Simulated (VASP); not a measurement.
# HfS2 (P-3m1) in VASP: band structure with PBE+D3(BJ)

Aim: the band structure of HfS2 with PBE+D3(BJ).

Program: VASP 6.6.1. These are calculated values, not measurements. Logs are shortened: lines on timing, memory, paths and dates and some standing lists are left out, and cuts for length are marked.

**Experimental background.**

From “Stress-Tuned Optical Transitions in Layered 1T-MX2 (M= Hf, Zr, Sn; X= S, Se) Crystals”, 2022, arxiv:2210.12074, for a bulk crystal of HfS2: band gap 1.96 eV (indirect).

How close the calculation comes is told below.

### Step 1. The crystal as given

Symmetry: P-3m1, No. 164, trigonal system. Conventional cell: a = 3.599 Å, b = 3.599 Å, c = 5.762 Å, α = 90.00°, β = 90.00°, γ = 120.00°. Hf (site symmetry -3m) is surrounded by 6 S at 2.54 Å. Around S (site symmetry 3m) lie 3 Hf at 2.54 Å.

The cell is a database's computed one.

### Step 2. Band structure, PBE+D3(BJ)

POSCAR

```
HfS2                                    
1.0
    3.5988117352      0.0000000000      0.0000000000
   -1.7994058676      3.1166623850      0.0000000000
    0.0000000000      0.0000000000      5.7624857762
  Hf              S             
     1     2
Direct
     0.0000000000000000    0.0000000000000000    0.0000000000000000
     0.6666666699999979    0.3333333300000021    0.7476687206305996
     0.3333333300000021    0.6666666699999979    0.2523312793694004
```

INCAR.step1

```
SYSTEM = HfS2
ALGO = Normal ; EDIFF = 1E-7
ENCUT = 700 ; GGA = PE
ISIF = 2 ; ISMEAR = 0
IVDW = 12 ; LASPH = .TRUE.
LCHARG = .TRUE. ; LMAXMIX = 4
LREAL = .FALSE. ; LWAVE = .FALSE.
NELM = 100 ; PREC = Accurate
SIGMA = 0.02
```

KPOINTS.step1

```
k-points
0
G
  12 12 6
  0 0 0
```

INCAR.step2

```
SYSTEM = HfS2
ALGO = Normal ; EDIFF = 1E-7
ENCUT = 700 ; GGA = PE
ICHARG = 11 ; ISIF = 2
ISMEAR = 0 ; IVDW = 12
LASPH = .TRUE. ; LCHARG = .FALSE.
LMAXMIX = 4 ; LREAL = .FALSE.
LWAVE = .FALSE. ; NELM = 100
PREC = Accurate ; SIGMA = 0.05
```

KPOINTS.step2

```
path GMKGALHA,LM,KH
10
line-mode
reciprocal
 0.0000000000  0.0000000000  0.0000000000  G
 0.5000000000  0.0000000000  0.0000000000  M

 0.5000000000  0.0000000000  0.0000000000  M
 0.3333333333  0.3333333333  0.0000000000  K

 0.3333333333  0.3333333333  0.0000000000  K
 0.0000000000  0.0000000000  0.0000000000  G

 0.0000000000  0.0000000000  0.0000000000  G
 0.0000000000  0.0000000000  0.5000000000  A

 0.0000000000  0.0000000000  0.5000000000  A
 0.5000000000  0.0000000000  0.5000000000  L

 0.5000000000  0.0000000000  0.5000000000  L
 0.3333333333  0.3333333333  0.5000000000  H

 0.3333333333  0.3333333333  0.5000000000  H
 0.0000000000  0.0000000000  0.5000000000  A

 0.5000000000  0.0000000000  0.5000000000  L
 0.5000000000  0.0000000000  0.0000000000  M

 0.3333333333  0.3333333333  0.0000000000  K
 0.3333333333  0.3333333333  0.5000000000  H
```

Potentials or basis: VASP PAW PBE potentials, release 64 (Hf_pv, S).

Run with:

```bash
cat potpaw_PBE.64/Hf_pv/POTCAR potpaw_PBE.64/S/POTCAR > POTCAR
cp INCAR.step1 INCAR
cp KPOINTS.step1 KPOINTS
mpirun -np 1 vasp_std > vasp.out
cp INCAR.step2 INCAR
cp KPOINTS.step2 KPOINTS
mpirun -np 1 vasp_std > vasp.out
```

OUTCAR:

```text
SYSTEM = HfS2
   EDIFF = 1E-7
   ENCUT = 700
   GGA = PE
   ICHARG = 11
   ISIF = 2
   ISMEAR = 0
   IVDW = 12
   LASPH = .TRUE.
   LREAL = .FALSE.
   NELM = 100
   PREC = Accurate
 IVDW          = 12

 ion  position               nearest neighbor table
   1  0.000  0.000  0.000-   2 2.54   3 2.54   3 2.54   2 2.54   2 2.54   3 2.54
   2  0.667  0.333  0.748-   1 2.54   1 2.54   1 2.54
   3  0.333  0.667  0.252-   1 2.54   1 2.54   1 2.54

  LATTYP: Found a hexagonal cell.
 ALAT       =     3.5988117352
 C/A-ratio  =     1.6012190134

  Lattice vectors:

 A1 = (   3.5988117352,   0.0000000000,   0.0000000000)
 A2 = (  -1.7994058676,   3.1166623850,   0.0000000000)
 A3 = (   0.0000000000,   0.0000000000,   5.7624857762)

Analysis of symmetry for initial positions (statically):
=====================================================================
 Subroutine PRICEL returns:
 Original cell was already a primitive cell.

 Routine SETGRP: Setting up the symmetry group for a
 hexagonal supercell.

 Subroutine GETGRP returns: Found 12 space group operations
 (whereof 12 operations were pure point group operations)
 out of a pool of 24 trial point group operations.

The static configuration has the point symmetry D_3d.

Analysis of symmetry for dynamics (positions and initial velocities):
=====================================================================
 Subroutine PRICEL returns:
 Original cell was already a primitive cell.

 Routine SETGRP: Setting up the symmetry group for a
 hexagonal supercell.

 Subroutine GETGRP returns: Found 12 space group operations
 (whereof 12 operations were pure point group operations)
 out of a pool of 24 trial point group operations.

The dynamic configuration has the point symmetry D_3d.

 Subroutine INISYM returns: Found 12 space group operations
 (whereof 12 operations are pure point group operations),
 and found     1 'primitive' translations

----------------------------------------------------------------------------------------

                                     Primitive cell

  volume of cell :      64.6337

  direct lattice vectors                    reciprocal lattice vectors
     3.598811735  0.000000000  0.000000000     0.277869495  0.160428028  0.000000000
[... 89 lines left out ...]
   POTIM  = 0.5000    time-step for ionic-motion
   TEBEG  =    0.0;   TEEND  =   0.0 temperature during run
   PSTRESS=    0.0 pullay stress
   NELECT =      22.0000    total number of electrons
   NUPDOWN=      -1.0000    fix difference up-down
   EMIN   =  10.00;   EMAX   =-10.00  energy-range for DOS
   EFERMI =   0.00;   METHOD = LEGACY
   ISMEAR =     0;   SIGMA  =   0.05  broadening in eV -4-tet -1-fermi 0-gaus
   EFERMI_NEDOS =   21; number of points for ismear=-14 and -15
   IALGO  =     38    algorithm
   IMIX   =      4    mixing-type and parameters
     AMIX     =   0.40;   BMIX     =  1.00
     AMIX_MAG =   1.60;   BMIX_MAG =  1.00
  volume/ion in A,a.u.               =      21.54       145.39
  Fermi-wavevector in a.u.,A,eV,Ry     =   1.143044  2.160039 17.776675  1.306549
  Thomas-Fermi vector in A             =   2.279740
   LORBIT       =      0    0 simple, 1 ext, 2 COOP (PROOUT), +10 PAW based schemes
   GGA     = PE    functional components
   LHFCALC =     F    Hartree Fock is set to
   AEXX    =    0.0000 exact exchange contribution
   IVDW    =    12    specifies the selected vdW correction
   LEPSILON=     F    determine dielectric tensor
   LRPA    =     F    only Hartree local field effects (RPA)
 non-spin polarized calculation
 Gauss-broadening in eV      SIGMA  =   0.05
  energy-cutoff  :      700.00
  volume of cell :       64.63
 maximum number of plane-waves:      2748
 NGX is ok and might be reduce to    32

 number of electron      22.0000001 magnetization

 Free energy of the ion-electron system (eV)
  ---------------------------------------------------
  ext. energy  EPLUGINS =         0.00000000
  ---------------------------------------------------
  free energy    TOTEN  =       -22.22275308 eV

  energy without entropy =      -22.22275308  energy(sigma->0) =      -22.22275308

 E-fermi :   4.0122     XC(G=0):  -9.8546

 val. band max:        3.7529329648   @ k =   0.0556   0.0000   0.0000
 cond. band min:       4.6237555085   @ k =   0.5000   0.0000   0.5000
 fundamental gap:      0.8708225436
 Fermi energy:         4.0121867117

 k-point     1 :       0.0000    0.0000    0.0000
  band No.  band energies     occupation
      1     -27.0709      2.00000
      2     -26.9532      2.00000
      3     -26.9532      2.00000
      4      -9.5838      2.00000
      5      -7.7613      2.00000
      6      -1.3270      2.00000
      7       0.8714      2.00000
      8       0.8714      2.00000
      9       3.5885      2.00000
     10       3.5885      2.00000
     11       3.7523      2.00000
     12       5.6373      0.00000
     13       5.6373      0.00000
     14       6.1838      0.00000
[... 401 lines left out ...]
      2     -27.0348      2.00000
      3     -27.0230      2.00000
      4      -8.2894      2.00000
      5      -7.9342      2.00000
      6      -0.3185      2.00000
      7       0.2784      2.00000
      8       0.4481      2.00000
      9       1.0386      2.00000
     10       1.4765      2.00000
     11       2.5001      2.00000
     12       5.9669      0.00000
     13       6.7711      0.00000
     14       7.9001      0.00000
     15       8.7092      0.00000

 [... further k-points ...]

------------------------ aborting loop because EDIFF is reached ----------------------------------------

 Edisp (eV)   -1.02767

 E8    (eV) :    -0.4434

  FORCE on cell =-STRESS in cart. coord.  units (eV):
  Direction    XX          YY          ZZ          XY          YZ          ZX
  --------------------------------------------------------------------------------------
  -------------------------------------------------------------------------------------
  Total       2.16995     2.16995     0.52485     0.00000     0.00000    -0.00000
  in kB      53.79001    53.79001    13.01039     0.00000     0.00000    -0.00000
  external pressure =       40.20 kB  Pullay stress =        0.00 kB

 VOLUME and BASIS-vectors are now :
 -----------------------------------------------------------------------------
  energy-cutoff  :      700.00
  volume of cell :       64.63
      direct lattice vectors                 reciprocal lattice vectors
     3.598811735  0.000000000  0.000000000     0.277869495  0.160428028  0.000000000
    -1.799405868  3.116662385  0.000000000     0.000000000  0.320856056  0.000000000
     0.000000000  0.000000000  5.762485776     0.000000000  0.000000000  0.173536220

 POSITION                                       TOTAL-FORCE (eV/Angst)
 -----------------------------------------------------------------------------------
      0.00000      0.00000      0.00000        -0.000000      0.000000      0.000000
      1.79941      1.03889      4.30843         0.000000     -0.000000      0.200001
     -0.00000      2.07777      1.45406        -0.000000      0.000000     -0.200001
 -----------------------------------------------------------------------------------
    total drift:                                0.000000      0.000000      0.000000

  FREE ENERGIE OF THE ION-ELECTRON SYSTEM (eV)
  ---------------------------------------------------
  free  energy   TOTEN  =       -23.2504272146 eV

  energy  without entropy=      -23.2504272146  energy(sigma->0) =      -23.25042721
```

OUTCAR.step1:

```text
SYSTEM = HfS2
   EDIFF = 1E-7
   ENCUT = 700
   GGA = PE
   ISIF = 2
   ISMEAR = 0
[... 666 lines left out ...]
      0.00000      0.00000      0.00000         0.000000      0.000000      0.000000
      1.79941      1.03889      4.30843        -0.000000     -0.000000      0.000707
     -0.00000      2.07777      1.45406         0.000000      0.000000     -0.000707
 -----------------------------------------------------------------------------------
    total drift:                                0.000000      0.000000      0.000000

  FREE ENERGIE OF THE ION-ELECTRON SYSTEM (eV)
  ---------------------------------------------------
  free  energy   TOTEN  =       -23.8886181583 eV

  energy  without entropy=      -23.8886181583  energy(sigma->0) =      -23.88861816
```

OSZICAR.step1:

```text
N       E                     dE             d eps       ncg     rms          rms(c)
DAV:   1     0.113288305069E+03    0.11329E+03   -0.13111E+04  3000   0.166E+03
DAV:   2    -0.175797627810E+02   -0.13087E+03   -0.12810E+03  3912   0.295E+02
DAV:   3    -0.245274556747E+02   -0.69477E+01   -0.69163E+01  4092   0.582E+01
DAV:   4    -0.246118808522E+02   -0.84425E-01   -0.84392E-01  4045   0.747E+00
DAV:   5    -0.246136039263E+02   -0.17231E-02   -0.17228E-02  4265   0.976E-01    0.507E+01
DAV:   6    -0.229621019170E+02    0.16515E+01   -0.55813E+00  3609   0.119E+01    0.377E+01
DAV:   7    -0.229151696749E+02    0.46932E-01   -0.17018E+00  4113   0.828E+00    0.344E+00
DAV:   8    -0.228643654271E+02    0.50804E-01   -0.24063E-01  3672   0.321E+00    0.180E+00
DAV:   9    -0.228608084026E+02    0.35570E-02   -0.32537E-02  4106   0.114E+00    0.761E-01
DAV:  10    -0.228608903213E+02   -0.81919E-04   -0.28028E-03  4050   0.324E-01    0.311E-01
DAV:  11    -0.228609947805E+02   -0.10446E-03   -0.59345E-04  4109   0.154E-01    0.420E-01
DAV:  12    -0.228609423602E+02    0.52420E-04   -0.20424E-04  3889   0.805E-02    0.664E-02
DAV:  13    -0.228609438172E+02   -0.14570E-05   -0.94427E-06  4152   0.233E-02    0.751E-03
DAV:  14    -0.228609440007E+02   -0.18350E-06   -0.93074E-07  4198   0.646E-03    0.311E-03
DAV:  15    -0.228609440273E+02   -0.26587E-07   -0.74459E-08  2865   0.206E-03
   1 F= -.23888618E+02 E0= -.23888618E+02  d E =-.494466E-26
```

It took 71 s on 1 thread of Intel Xeon 6975P-C (Granite Rapids), shared host; peak memory 0.32 GiB.

What came out:

| Property | Result |
| --- | --- |
| Band gap on the k mesh | 0.87 eV, indirect (least direct gap 1.81 eV) |
| Band gap along the path | 0.87 eV, indirect (least direct gap 1.83 eV) |
| Dispersion energy per atom | -0.343 eV |

Levels at the corners of the path, in eV from the valence-band top:
| point | band 8 | band 9 | band 10 | band 11 | band 12 | band 13 | band 14 | band 15 |
| --- | --- | --- | --- | --- | --- | --- | --- | --- |
| Γ | -2.88 | -0.16 | -0.16 | 0.00 | 1.88 | 1.88 | 2.43 | 5.22 |
| M | -2.73 | -2.58 | -2.22 | -1.47 | 1.02 | 4.03 | 4.11 | 6.16 |
| M | -2.73 | -2.58 | -2.22 | -1.47 | 1.02 | 4.03 | 4.11 | 6.15 |
| K | -3.72 | -2.35 | -2.35 | -1.75 | 2.52 | 3.63 | 3.63 | 5.59 |
| K | -3.72 | -2.35 | -2.35 | -1.75 | 2.52 | 3.63 | 3.63 | 5.59 |
| Γ | -2.88 | -0.16 | -0.16 | 0.00 | 1.88 | 1.88 | 2.43 | 5.22 |
| Γ | -2.88 | -0.16 | -0.16 | 0.00 | 1.88 | 1.88 | 2.43 | 5.22 |
| A | -2.83 | -2.11 | -0.34 | -0.34 | 1.83 | 1.83 | 2.74 | 5.77 |
| A | -2.83 | -2.11 | -0.34 | -0.34 | 1.83 | 1.83 | 2.74 | 5.77 |
| L | -2.79 | -2.54 | -1.13 | -0.96 | 0.87 | 4.01 | 4.15 | 5.54 |
| L | -2.79 | -2.54 | -1.13 | -0.96 | 0.87 | 4.01 | 4.15 | 5.54 |
| H | -3.84 | -2.45 | -1.95 | -1.95 | 2.74 | 3.19 | 3.19 | 6.30 |
| H | -3.84 | -2.45 | -1.95 | -1.95 | 2.74 | 3.19 | 3.19 | 6.30 |
| A | -2.83 | -2.11 | -0.34 | -0.34 | 1.83 | 1.83 | 2.74 | 5.77 |
| L | -2.79 | -2.54 | -1.13 | -0.96 | 0.87 | 4.01 | 4.15 | 5.54 |
| M | -2.73 | -2.58 | -2.22 | -1.47 | 1.02 | 4.03 | 4.11 | 6.15 |
| K | -3.72 | -2.35 | -2.35 | -1.75 | 2.52 | 3.63 | 3.63 | 5.59 |
| H | -3.84 | -2.45 | -1.95 | -1.95 | 2.74 | 3.19 | 3.19 | 6.30 |

Caveat: the log is that of the step along the path at fixed density, whose energy, stress, charges and moments have no meaning; spin-orbit coupling is left out, which moves the levels of the heavy elements.

### Step 3. How close it comes

Step 2. A measured gap of HfS2 is 1.96 eV (indirect; quoted in “Stress-Tuned Optical Transitions in Layered 1T-MX2 (M= Hf, Zr, Sn; X= S, Se) Crystals”, 2022, arxiv:2210.12074); the calculated 0.87 eV misses it by -1.09 eV. So large a miss can be the level of theory's own, or it may mean another phase, state or a wrong row. Spin-orbit coupling on Hf is left out. The value is that of PBE+D3(BJ), without temperature or zero-point motion. Semilocal functionals fall short of measured gaps as a rule. The cell is a database's relaxed one, not the measured one, which moves gaps too.
